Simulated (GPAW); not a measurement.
Something may be wrong with this GPAW 26.7.0 calculation of Hf.

File run.py:

```python
from ase import Atoms
from ase.dft.bandgap import bandgap
from ase.io import write
from gpaw import GPAW, PW, setup_paths
from gpaw.response.df import DielectricFunction

setup_paths.insert(0, '.')

atoms = Atoms(['Hf'],
              cell=[[-1.805, 1.805, 1.805],
                    [1.805, -1.805, 1.805],
                    [1.805, 1.805, -1.805]],
              scaled_positions=[[0.0, 0.0, 0.0]],
              pbc=True)

calc = GPAW(mode=PW(400),
            xc='AM05',
            kpts={'size': (5, 5, 5), 'gamma': True},
            occupations={'name': 'fermi-dirac', 'width': 0.05},
            nbands=14,
            convergence={'density': 1e-06},
            maxiter=100,
            txt='gpaw.txt')
atoms.calc = calc
energy = atoms.get_potential_energy()
calc.write('gs.gpw')
write('result.traj', atoms)
print(f'Energy: {energy:.6f} eV')
print('Fermi level:', round(calc.get_fermi_level(), 4), 'eV')
print(f'Gap: {bandgap(calc)[0]:.4f} eV, direct: {bandgap(calc, direct=True)[0]:.4f} eV')

dense = calc.fixed_density(kpts={'size': (6, 6, 6), 'gamma': True},
                           nbands=20, convergence={'bands': 14, 'eigenstates': 1e-7},
                           update_fermi_level=True, txt='dense.txt')
dense.write('dense.gpw', mode='all')

df = DielectricFunction('dense.gpw', frequencies={'type': 'nonlinear', 'domega0': 0.05, 'omega2': 10},
                        eta=2.0, ecut=40, nbands=14, rate='eta', txt='df.txt')
for direction in ['x']:
    df.get_dielectric_function(xc='RPA', direction=direction, filename=f'df_{direction}.csv')
```

Potentials or basis: PAW data sets generated in the run's folder for this functional, pw.

Run with:

```bash
$ gpaw-setup -f AM05 Hf
$ OMP_NUM_THREADS=1 python run.py
```

gpaw.txt:

```text
__  _  _
 | _ |_)|_||  |
 |__||  | ||/\| - 26.7.0

Input parameters:
  mode=PW(ecut=400.0),
  convergence={'density': 1e-06},
  kpts=MonkhorstPack(size=(5, 5, 5), gamma=True),
  maxiter=100,
  nbands=14,
  occupations=Occupations(name='fermi-dirac', width=0.05),
  xc=XC(name='AM05')

Diagonalizing LCAO Hamiltonian
Converting LCAO to pw mode

       Hf

Atoms  # Å, Bohr magnetons
|   | symbol |        x |        y |        z |    initial magnetic moments |
|---|--------|----------|----------|----------|-----------------------------|
| 0 |     Hf | 0.000000 | 0.000000 | 0.000000 | ( 0.0000,  0.0000,  0.0000) |

Unit cell  # Å
| periodic |         x |         y |         z |  lengths |     angles |
|----------|-----------|-----------|-----------|----------|------------|
|      yes | -1.805000 |  1.805000 |  1.805000 | 3.126352 | 109.471221 |
|      yes |  1.805000 | -1.805000 |  1.805000 | 3.126352 | 109.471221 |
|      yes |  1.805000 |  1.805000 | -1.805000 | 3.126352 | 109.471221 |

[... 144 lines left out ...]

poisson solver:
  ecut: 3200.0  # eV

xc functional:
  name: AM05 with 2 nearest neighbor stencil

convergence criteria:
- Maximum integral of absolute [dens]ity change: 1e-06 electrons / valence electron
- Maximum [total energy] change in last 3 cyles: 0.0005 eV / valence electron
- Maximum integral of absolute [eigenst]ate change: 4e-08 eV^2 / valence electron
maximum number of iterations: 100

SCF iterations
|iter     | |      energy | eigst |  dens |
|---------|-|-------------|-------|-------|
|iter:   1| |   -7.770149 | -0.35 |       |
|iter:   2| |   -7.750001 | -3.11 | -1.27 |
|iter:   3| |   -7.648113 | -1.94 | -1.30 |
|iter:   4| |   -7.650827 | -3.27 | -1.93 |
|iter:   5| |   -7.651757c| -4.55 | -2.37 |
|iter:   6| |   -7.651757c| -6.32 | -3.63 |
|iter:   7| |   -7.651760c| -7.56c| -4.17 |
|iter:   8| |   -7.651760c| -9.00c| -5.29 |
|iter:   9| |   -7.651760c| -9.79c| -5.93 |
|iter:  10| |   -7.651760c|-11.00c| -6.94c|

Converged in 10 steps
Energy contributions relative to reference atoms: (reference = -409650.594236)

Energy contributions:
  Kinetic:           0.000150
  Coulomb:          -0.423102
  Zero:             -0.500906
  External:          0.000000
  Xc:               -6.718282
  Entropy:          -0.019239
  Spinorbit:         0.000000
  ----------------------------
  Free energy:      -7.661380
  Extrapolated:     -7.651760

dipole moment: (-6.553461, -6.553461, -6.553461)  # |e|*Ang

Fermi level: 8.923
[... 20 lines left out ...]
# Writing to gs.gpw (mode='')
```

On the terminal:

```text
Energy: -7.651760 eV
Fermi level: 8.9228 eV
[... 2 lines left out ...]
```

Question: How did it end, and where is the flaw?

Answer: Self-consistency was reached. The input holds a flaw that was put in on purpose: broadening far too large. The program doesn't stop on it, so the numbers can't be trusted though the run ends normally.
